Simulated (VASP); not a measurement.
A run of VASP 6.6.1 is set up as follows.

INCAR

```
SYSTEM = TaS2
PREC = Accurate
ENCUT = 600
EDIFF = 1E-6
ISMEAR = -1
SIGMA = 0.05
LREAL = .FALSE.
LASPH = .TRUE.
NELM = 60
ALGO = Normal
ISIF = 3
LWAVE = .FALSE.
LCHARG = .FALSE.
GGA = MK
LUSE_VDW = .TRUE.
AGGAC = 0.0
PARAM1 = 0.1234
PARAM2 = 1.0
IBRION = 2
NSW = 40
EDIFFG = -0.02
```

KPOINTS

```
Automatic mesh
0
G
  9 9 5
  0 0 0
```

The input POSCAR:

```
TaS2
1.0
    3.3500000000      0.0000000000      0.0000000000
   -1.6750000000      2.9011851027      0.0000000000
    0.0000000000      0.0000000000      5.8600000000
Ta S
1 2
Direct
    0.0000000000      0.0000000000      0.0000000000
    0.6666666667      0.3333333333      0.7500000000
    0.3333333333      0.6666666667      0.2500000000
```

Potentials or basis: VASP PAW PBE potentials, release 64 (Ta_pv, S).

Command:

```console
$ cat potpaw_PBE.64/Ta_pv/POTCAR potpaw_PBE.64/S/POTCAR > POTCAR
$ mpirun -np 1 vasp_std > vasp.out
```

Question: Predict the band gap on the k mesh.

Answer: None (metal or under the smearing width).

Question: Predict the relaxed volume.

Answer: 19.20 Å³/atom.

Question: Estimate the relaxed cell.

Answer: a = 3.350 Å, b = 3.350 Å, c = 5.926 Å, α = 90.00°, β = 90.00°, γ = 120.00°.

Question: Estimate the space group after relaxing (to 0.05 Å).

Answer: P-3m1 (No. 164).

Forces in eV/Å, atoms in the order of the input:
```
Ta   0.000  0.000  0.000
S    0.000  0.000 -0.002
S    0.000  0.000  0.002
```

Caveat: the PAW data sets were made with another functional, which shifts forces and pressure a little. Spin-orbit coupling is left out, which matters for the levels of Ta.
